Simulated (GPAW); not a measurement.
TaN:

```
CELL_PARAMETERS angstrom
0.00000 2.21132 2.21132
2.21132 0.00000 2.21132
2.21132 2.21132 0.00000
ATOMIC_POSITIONS crystal
Ta 0.50000 0.50000 0.50000
N 0.00000 0.00000 0.00000
```

The cell comes from a database or a generator and needn't be the stable form of this composition.

Base run:

* Program: GPAW 26.7.0
* Functional: PBE
* Potentials or basis: PAW data sets generated in the run's folder for this functional
* Cutoff: 650 eV
* Basis: pw
* k mesh: 8 × 8 × 8
* Occupations: fermi-dirac, width 0.05 eV
* Spin: no spin polarisation
* Hubbard terms: Ta d U = 6 eV

Its results: band gap on the k mesh none (metal or under the smearing width); pressure 12.2 GPa.

Task: The run is repeated on the same cell with these changes: functional from PBE to LDA; potentials or basis from PAW data sets generated in the run's folder for this functional to the program's PAW data sets (release 1.2.1) made for this functional; cutoff from 650 eV to 600 eV. What comes out?

Result: Band gap on the k mesh none (metal or under the smearing width); pressure -8.8 GPa.

Caveats: the cutoff is short for stress and forces, so pressures can be off by a GPa or more; U without spin polarisation on a metal has little footing.
